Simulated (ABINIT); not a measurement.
# As (R-3m) in ABINIT: further runs

One crystal, As, is run at these levels: LDA, PBE; tasks: single point.

Program: ABINIT 10.8.3 (patched build). These are calculated values, not measurements. Logs are shortened: lines on timing, memory, paths and dates and some standing lists are left out, and cuts for length are marked. The log counts tension as positive stress, the text compression.

**1. Starting point**

It takes space group R-3m (No. 166, trigonal). Conventional cell: a = 3.762 Å, b = 3.762 Å, c = 10.542 Å, α = 90.00°, β = 90.00°, γ = 120.00°. Around As (site symmetry 3m) lie 3 As at 2.51 Å.

**2. Single point, LDA**

run.abi

```
# Pseudopotentials
pp_dirpath "./"
pseudos "As.upf"

# Structure
acell 7.8064586208 7.8064586208 7.8064586208
rprim
     0.4552885255     0.2628609527     0.8506564983
    -0.4552885255     0.2628609527     0.8506564983
     0.0000000000    -0.5257219055     0.8506564983
ntypat 1
znucl 33
natom 2
typat 1 1
xcart
     0.0000000000     0.0000000000     4.5023368036
     0.0000000000    -0.0000000001    15.4195074601

# Plane-wave basis
ecut 40.0

# k points
kptopt 1
ngkpt 7 7 7
nshiftk 1
shiftk 0.0 0.0 0.0

# Exchange and correlation
ixc 7

# Bands and occupations
nband 19
occopt 3
tsmear 0.05 eV

# SCF cycle
nstep 100
tolvrs 1.0e-10

# Output
iomode 3
prtwf 0
prteig 0
prtebands 0
enunit 2
prtden 1
prtvha 1
prtvclmb 1
prtpot 1
prtelf 1
```

Potentials or basis: PseudoDojo NC SR LDA v0.4.1 standard.

Run with:

```console
$ abinit run.abi > log 2>&1
```

run.abo:

```text
.Version 10.8.3 of ABINIT
 Symmetries : space group R-3 m (#166); Bravais hR (rhombohedral)
================================================================================
 Values of the parameters that define the memory need of the present run
     intxc =       0    ionmov =       0      iscf =       7    lmnmax =       6
     lnmax =       6     mgfft =      48  mpssoang =       3    mqgrid =    3001
     natom =       2  nloc_mem =       1    nspden =       1   nspinor =       1
    nsppol =       1      nsym =      12    n1xccc =    2501    ntypat =       1
    occopt =       3   xclevel =       1
       mpw =        3550          nfft =      110592          nkpt =          44
================================================================================
================================================================================

--------------------------------------------------------------------------------
------------- Echo of variables that govern the present computation ------------
--------------------------------------------------------------------------------
 -outvars: echo values of preprocessed input variables --------
            acell      7.8064586208E+00  7.8064586208E+00  7.8064586208E+00 Bohr
              amu      7.49215900E+01
             ecut      4.00000000E+01 Hartree
           enunit           2
              ixc           7
         kptrlatt        7    0    0      0    7    0      0    0    7
          kptrlen      4.97586745E+01
            natom           2
            nband          19
            ngfft          48      48      48
             nkpt          44
            nstep         100
             nsym          12
           ntypat           1
           occopt           3
        prtebands           0
           prteig           0
           prtelf           1
           prtpot           1
         prtvclmb           1
           prtvha           1
            prtwf           0
            rprim      4.5528852550E-01  2.6286095270E-01  8.5065649830E-01
                      -4.5528852550E-01  2.6286095270E-01  8.5065649830E-01
                       0.0000000000E+00 -5.2572190550E-01  8.5065649830E-01
          spgroup         166
           tolvrs      1.00000000E-10
           tsmear      1.83746611E-03 Hartree
            typat      1  1
           xangst      2.7175129879E-18  8.6730259281E-11  2.3825340307E+00
                       8.4906749164E-17 -1.3964868128E-10  8.1596519457E+00
            xcart      5.1353552906E-18  1.6389643687E-10  4.5023368036E+00
                       1.6045050216E-16 -2.6389776147E-10  1.5419507460E+01
             xred      2.2600000003E-01  2.2600000003E-01  2.2599999995E-01
                       7.7400000004E-01  7.7400000004E-01  7.7399999995E-01
            znucl       33.00000

================================================================================

 chkinp: Checking input parameters for consistency.

================================================================================
== DATASET  1 ==================================================================

--- !DatasetInfo
iteration_state: {dtset: 1, }
dimensions: {natom: 2, nkpt: 44, mband: 19, nsppol: 1, nspinor: 1, nspden: 1, mpw: 3550, }
cutoff_energies: {ecut:  40.0, pawecutdg:  -1.0, }
electrons: {nelect:   3.00000000E+01, charge:   0.00000000E+00, occopt:   3.00000000E+00, tsmear:   1.83746611E-03, }
meta: {optdriver: 0, ionmov: 0, optcell: 0, iscf: 7, paral_kgb: 0, }
...

 Exchange-correlation functional for the present dataset will be:
  LDA: Perdew-Wang 92 LSD fit to Ceperley-Alder data - ixc=7
  J.P.Perdew and Y.Wang, PRB 45, 13244 (1992)

 Real(R)+Recip(G) space primitive vectors, cartesian coordinates (Bohr,Bohr^-1):
 R(1)=  3.5541910  2.0520132  6.6406148  G(1)=  0.1406790  0.0812211  0.0501962
 R(2)= -3.5541910  2.0520132  6.6406148  G(2)= -0.1406790  0.0812211  0.0501962
 R(3)=  0.0000000 -4.1040263  6.6406148  G(3)=  0.0000000 -0.1624421  0.0501962
 Unit cell volume ucvol=  2.9058985E+02 bohr^3
 Angles (23,13,12)=  5.41670000E+01  5.41670000E+01  5.41670000E+01 degrees

 getcut: wavevector=  0.0000  0.0000  0.0000  ngfft=  48  48  48
         ecut(hartree)=     40.000   => boxcut(ratio)=   2.15970

--- Pseudopotential description ------------------------------------------------
- pspini: atom type   1  psp file is ./As.upf
12 -1012 2 -1 1326                            pspcod,pspxc,lmax,lloc,mmax
     nproj     2     2     2

   1.68302232E+03                                ecore*ucvol(ha*bohr**3)
--------------------------------------------------------------------------------

================================================================================

--- !BeginCycle
iteration_state: {dtset: 1, }
solver: {iscf: 7, nstep: 100, nline: 4, wfoptalg: 0, }
tolerances: {tolvrs: 1.00E-10, }
...

     iter   Etot(hartree)      deltaE(h)  residm     vres2
 ETOT  1  -210.30492356306    -2.103E+02 1.501E+00 4.084E+01
 ETOT  2  -211.94129382597    -1.636E+00 7.777E-02 5.632E+01
 ETOT  3  -211.94700586912    -5.712E-03 1.321E-02 1.147E+01
 ETOT  4  -211.94822491802    -1.219E-03 1.750E-03 6.646E-01
 ETOT  5  -211.94829915125    -7.423E-05 4.561E-03 2.169E-03
 ETOT  6  -211.94829944331    -2.921E-07 5.594E-03 1.425E-05
 ETOT  7  -211.94829943952     3.791E-09 1.082E-03 4.557E-05
 ETOT  8  -211.94829944483    -5.311E-09 7.408E-04 2.608E-07
 ETOT  9  -211.94829944486    -3.143E-11 9.172E-05 1.857E-09
 ETOT 10  -211.94829944486     3.013E-12 5.778E-05 6.548E-12

 At SCF step   10       vres2   =  6.55E-12 < tolvrs=  1.00E-10 =>converged.

 Compute ELF
--------------------------------------------------------------------------------

 Compute kinetic energy density

 Compute gradient of the electron density
 Electron Localization Function (ELF) [min:0;max:1]
)     Maximum=    7.6280E-01  at reduced coord.    0.6667    0.6667    0.6667
)     Minimum=    0.0000E+00  at reduced coord.    0.2292    0.2292    0.2292
   Integrated=    9.5551E+01

--------------------------------------------------------------------------------
 End of ELF section

 Cartesian components of stress tensor (hartree/bohr^3)
  sigma(1 1)=  4.88735673E-05  sigma(3 2)=  7.82920692E-13
  sigma(2 2)=  4.88735708E-05  sigma(3 1)=  0.00000000E+00
  sigma(3 3)=  7.75554005E-05  sigma(2 1)=  0.00000000E+00

--- !ResultsGS
iteration_state: {dtset: 1, }
comment   : Summary of ground state results
lattice_vectors:
- [  3.5541910,   2.0520132,   6.6406148, ]
- [ -3.5541910,   2.0520132,   6.6406148, ]
- [  0.0000000,  -4.1040263,   6.6406148, ]
lattice_lengths: [   7.80646,    7.80646,    7.80646, ]
lattice_angles: [ 54.167,  54.167,  54.167, ] # degrees, (23, 13, 12)
lattice_volume:   2.9058985E+02
convergence: {deltae:  3.013E-12, res2:  6.548E-12, residm:  5.778E-05, diffor: null, }
etotal    :  -2.11948299E+02
entropy   :   0.00000000E+00
fermie    :   1.99776306E-01
cartesian_stress_tensor: # hartree/bohr^3
- [  4.88735673E-05,   0.00000000E+00,   0.00000000E+00, ]
- [  0.00000000E+00,   4.88735708E-05,   7.82920692E-13, ]
- [  0.00000000E+00,   7.82920692E-13,   7.75554005E-05, ]
pressure_GPa:  -1.7192E+00
xred      :
- [  2.2600E-01,   2.2600E-01,   2.2600E-01, As]
- [  7.7400E-01,   7.7400E-01,   7.7400E-01, As]
cartesian_forces: # hartree/bohr
- [ -1.87617132E-18,  -1.01366179E-18,   4.41761818E-03, ]
- [  1.87617132E-18,   1.01366179E-18,  -4.41761818E-03, ]
force_length_stats: {min:   4.41761818E-03, max:   4.41761818E-03, mean:   4.41761818E-03, }
...

 Integrated electronic density in atomic spheres:
 ------------------------------------------------
 Atom  Sphere_radius  Integrated_density
    1        2.00000         12.29921797
    2        2.00000         12.29921797
================================================================================

 ----iterations are completed or convergence reached----

 Mean square residual over all n,k,spin=   11.850E-08; max=  57.775E-06
 reduced coordinates (array xred) for    2 atoms
       0.226000000030      0.226000000030      0.225999999947
       0.774000000036      0.774000000036      0.773999999953
 rms dE/dt=  2.9336E-02; max dE/dt=  2.9336E-02; dE/dt below (all hartree)
    1      -0.029335700485     -0.029335700485     -0.029335700485
    2       0.029335700485      0.029335700485      0.029335700485

 cartesian coordinates (angstrom) at end:
    1      0.00000000000000     0.00000000008673     2.38253403065864
    2      0.00000000000000    -0.00000000013965     8.15965194569812

 cartesian forces (hartree/bohr) at end:
    1     -0.00000000000000    -0.00000000000000     0.00441761818294
    2      0.00000000000000     0.00000000000000    -0.00441761818294
 frms,max,avg= 2.5505130E-03 4.4176182E-03   0.000E+00  0.000E+00  0.000E+00 h/b

 cartesian forces (eV/Angstrom) at end:
    1     -0.00000000000000    -0.00000000000000     0.22716306044203
    2      0.00000000000000     0.00000000000000    -0.22716306044203
 frms,max,avg= 1.3115265E-01 2.2716306E-01   0.000E+00  0.000E+00  0.000E+00 e/A
 length scales=  7.806458620800  7.806458620800  7.806458620800 bohr
              =  4.130999997182  4.130999997182  4.130999997182 angstroms
 Fermi (or HOMO) energy (hartree) =   0.19978   Average Vxc (hartree)=  -0.40673
 Eigenvalues (hartree) for nkpt=  44  k points:
 kpt#   1, nband= 19, wtk=  0.00292, kpt=  0.0000  0.0000  0.0000 (reduced coord)
  -1.13770   -1.13770   -1.13610   -1.13610   -1.13462   -1.13344   -1.13344   -1.13279
  -1.13166   -1.13166   -0.35361   -0.01726    0.10972    0.12682    0.12682    0.25961
   0.30678    0.30678    0.45585
      occupation numbers for kpt#   1
   2.00000    2.00000    2.00000    2.00000    2.00000    2.00000    2.00000    2.00000
   2.00000    2.00000    2.00000    2.00000    2.00000    2.00000    2.00000    0.00000
   0.00000    0.00000    0.00000
 prteigrs : prtvol=0 or 1, do not print more k-points.

 Fermi (or HOMO) energy (eV) =   5.43619   Average Vxc (eV)= -11.06760
 Eigenvalues (   eV  ) for nkpt=  44  k points:
 kpt#   1, nband= 19, wtk=  0.00292, kpt=  0.0000  0.0000  0.0000 (reduced coord)
 -30.95842  -30.95842  -30.91481  -30.91481  -30.87467  -30.84244  -30.84244  -30.82491
 -30.79404  -30.79404   -9.62224   -0.46979    2.98567    3.45087    3.45087    7.06421
   8.34784    8.34784   12.40424
 prteigrs : prtvol=0 or 1, do not print more k-points.

--- !EnergyTerms
iteration_state     : {dtset: 1, }
comment             : Components of total free energy in Hartree
kinetic             :  1.52156056792258E+02
hartree             :  6.01689273600526E+01
xc                  : -4.67361697885287E+01
Ewald energy        : -1.19670765898536E+02
psp_core            :  5.79174498756226E+00
local_psp           : -1.61860047236184E+02
non_local_psp       : -1.01797955145365E+02
internal            : -2.11948208928742E+02
'-kT*entropy'       : -9.05161143633965E-05
total_energy        : -2.11948299444856E+02
total_energy_eV     : -5.76740704037282E+03
band_energy         : -2.30794832092131E+01
...

 Cartesian components of stress tensor (hartree/bohr^3)
  sigma(1 1)=  4.88735673E-05  sigma(3 2)=  7.82920692E-13
  sigma(2 2)=  4.88735708E-05  sigma(3 1)=  0.00000000E+00
  sigma(3 3)=  7.75554005E-05  sigma(2 1)=  0.00000000E+00

-Cartesian components of stress tensor (GPa)         [Pressure= -1.7192E+00 GPa]
- sigma(1 1)=  1.43790999E+00  sigma(3 2)=  2.30343220E-08
- sigma(2 2)=  1.43791010E+00  sigma(3 1)=  0.00000000E+00
- sigma(3 3)=  2.28175866E+00  sigma(2 1)=  0.00000000E+00

== END DATASET(S) ==============================================================
================================================================================

 -outvars: echo values of variables after computation  --------
            acell      7.8064586208E+00  7.8064586208E+00  7.8064586208E+00 Bohr
           etotal     -2.1194829944E+02
            fcart     -1.8761713232E-18 -1.0136617932E-18  4.4176181829E-03
                       1.8761713232E-18  1.0136617932E-18 -4.4176181829E-03
            rprim      4.5528852550E-01  2.6286095270E-01  8.5065649830E-01
                      -4.5528852550E-01  2.6286095270E-01  8.5065649830E-01
                       0.0000000000E+00 -5.2572190550E-01  8.5065649830E-01
           strten      4.8873567331E-05  4.8873570834E-05  7.7555400547E-05
                       7.8292069210E-13  0.0000000000E+00  0.0000000000E+00
           xangst      2.7175129879E-18  8.6730259281E-11  2.3825340307E+00
                       8.4906749164E-17 -1.3964868128E-10  8.1596519457E+00
             xred      2.2600000003E-01  2.2600000003E-01  2.2599999995E-01
                       7.7400000004E-01  7.7400000004E-01  7.7399999995E-01
 Calculation completed.
```

Wall time 98 s (1 thread of Arm Neoverse V2, shared host); peak memory 0.12 GiB.

Results:

```yaml
Free_energy: -5767.4070 eV
Pressure: -1.7 GPa
Largest_force: 0.227 eV/Å
Band_gap_on_the_k_mesh: none (metal or under the smearing width)
Valence_electrons_inside_the_program's_atomic_spheres: As 12.30 (radii [1.0584] Å)
```

Forces in eV/Å, atoms in the order of the input:
```
As   0.000  0.000  0.227
As   0.000  0.000 -0.227
```

**3. Single point, PBE**

Changes to run.abi since step 2:

```diff
@@ -14,5 +14,5 @@
 typat 1 1
-xcart
-     0.0000000000     0.0000000000     4.5023368036
-     0.0000000000    -0.0000000001    15.4195074601
+xred
+     0.2260000000     0.2260000000     0.2260000000
+     0.7740000000     0.7740000000     0.7740000000
 
@@ -28,3 +28,3 @@
 # Exchange and correlation
-ixc 7
+ixc 11
 
@@ -33,3 +33,3 @@
 occopt 3
-tsmear 0.05 eV
+tsmear 0.00183747
 
@@ -42,2 +42,3 @@
 prtwf 0
+prtden 0
 prteig 0
@@ -45,6 +46 @@
 enunit 2
-prtden 1
-prtvha 1
-prtvclmb 1
-prtpot 1
-prtelf 1
```

Potentials or basis: PseudoDojo NC SR PBE v0.4.1 standard.

Run with:

```console
$ mpirun --bind-to none -np 4 abinit run.abi > log 2>&1
```

It took 63 s on 4 MPI ranks of AMD EPYC 7R43 (Zen 3), shared host; peak memory 0.4 GiB.

The run converged. Its results:

| Quantity | Value |
| --- | --- |
| Free energy | -5772.4422 eV |
| Pressure | 3.5 GPa |
| Largest force | 0.402 eV/Å |
| Band gap on the k mesh | none (metal or under the smearing width) |
| Valence electrons inside the program's atomic spheres | As 12.28 (radii [1.0584] Å) |

Forces on the atoms (eV/Å):
```
As   0.000  0.000  0.402
As   0.000  0.000 -0.402
```

Stress tensor (GPa, compression positive):
```
3.81 0.00 0.00
0.00 3.81 0.00
0.00 0.00 2.75
```

Levels at points of the mesh, in eV from the Fermi level:
| k point | band 11 | band 12 | band 13 | band 14 | band 15 | band 16 | band 17 | band 18 | band 19 |
| --- | --- | --- | --- | --- | --- | --- | --- | --- | --- |
| (0.00, 0.00, 0.00) | -15.09 | -5.84 | -2.51 | -2.06 | -2.06 | 1.60 | 2.88 | 2.88 | 6.90 |

**4. Single point, LDA**

Changes to run.abi since step 3:

```diff
@@ -28,3 +28,3 @@
 # Exchange and correlation
-ixc 11
+ixc 7
 
@@ -33,3 +33,3 @@
 occopt 3
-tsmear 0.00183747
+tsmear 0.05 eV
 
@@ -45,2 +45 @@
 prtebands 0
-enunit 2
```

Potentials or basis: PseudoDojo NC SR LDA v0.4.1 standard.

Run with:

```console
$ mpirun --bind-to none -np 4 abinit run.abi > log 2>&1
```

It took 62 s on 4 MPI ranks of AMD EPYC, shared host; peak memory 0.36 GiB.

The run converged. Its results:

```yaml
Free_energy: -5767.4070 eV
Pressure: -1.7 GPa
Largest_force: 0.227 eV/Å
Band_gap_on_the_k_mesh: none (metal or under the smearing width)
Valence_electrons_inside_the_program's_atomic_spheres: As 12.30 (radii [1.0584] Å)
```

Forces in eV/Å, atoms in the order of the input:
```
As   0.000  0.000  0.227
As   0.000  0.000 -0.227
```

Stress tensor (GPa, compression positive):
```
-1.44  0.00  0.00
 0.00 -1.44  0.00
 0.00  0.00 -2.28
```

Levels at points of the mesh, in eV from the Fermi level:
```tsv
k point	band 13	band 14	band 15	band 16	band 17	band 18
(0.00, 0.00, 0.00)	-2.45	-1.99	-1.99	1.63	2.91	2.91
```

**5. Single point, PBE**

Changes to run.abi since step 4:

```diff
@@ -5,3 +5,3 @@
 # Structure
-acell 7.8064586208 7.8064586208 7.8064586208
+acell 4.131 4.131 4.131 Angstrom
 rprim
@@ -28,3 +28,3 @@
 # Exchange and correlation
-ixc 7
+ixc 11
 
@@ -45 +45,2 @@
 prtebands 0
+enunit 1
```

Potentials or basis: PseudoDojo NC SR PBE v0.4.1 standard.

Run with:

```console
$ mpirun --bind-to none -np 4 abinit run.abi > log 2>&1
```

run.abo:

```text
.Version 10.8.3 of ABINIT
 Symmetries : space group R-3 m (#166); Bravais hR (rhombohedral)
================================================================================
 Values of the parameters that define the memory need of the present run
     intxc =       0    ionmov =       0      iscf =       7    lmnmax =       6
     lnmax =       6     mgfft =      48  mpssoang =       3    mqgrid =    3001
     natom =       2  nloc_mem =       1    nspden =       1   nspinor =       1
    nsppol =       1      nsym =      12    n1xccc =    2501    ntypat =       1
    occopt =       3   xclevel =       2
       mpw =        3550          nfft =      110592          nkpt =          44
================================================================================
================================================================================

--------------------------------------------------------------------------------
------------- Echo of variables that govern the present computation ------------
[... 193 lines left out ...]
- sigma(2 2)= -3.80775644E+00  sigma(3 1)=  0.00000000E+00
- sigma(3 3)= -2.75343739E+00  sigma(2 1)=  0.00000000E+00

== END DATASET(S) ==============================================================
================================================================================

 -outvars: echo values of variables after computation  --------
            acell      7.8064586261E+00  7.8064586261E+00  7.8064586261E+00 Bohr
           etotal     -2.1213333754E+02
            fcart      3.1071129851E-19  4.6718975676E-19  7.8263191831E-03
                      -3.1071129851E-19 -4.6718975676E-19 -7.8263191831E-03
            rprim      4.5528852550E-01  2.6286095270E-01  8.5065649830E-01
                      -4.5528852550E-01  2.6286095270E-01  8.5065649830E-01
                       0.0000000000E+00 -5.2572190550E-01  8.5065649830E-01
           strten     -1.2942301426E-04 -1.2942301068E-04 -9.3587434522E-05
                       7.9983258945E-13  0.0000000000E+00  0.0000000000E+00
           xangst     -1.7531415844E-17 -9.3360678491E-11  2.3825340323E+00
                      -1.5027569353E-17 -3.1974003639E-10  8.1596519512E+00
             xred      2.2600000000E-01  2.2600000000E-01  2.2600000000E-01
                       7.7400000000E-01  7.7400000000E-01  7.7400000000E-01
 Calculation completed.
```

Run time: 33 s. Hardware: 4 MPI ranks of Arm Neoverse V1, shared host; peak memory 0.36 GiB.

Results:

- Free energy: -5772.4422 eV
- Pressure: 3.5 GPa
- Largest force: 0.402 eV/Å
- Band gap on the k mesh: none (metal or under the smearing width)
- Valence electrons inside the program's atomic spheres: As 12.28 (radii [1.0584] Å)

Forces in eV/Å, atoms in the order of the input:
```
As   0.000  0.000  0.402
As   0.000  0.000 -0.402
```
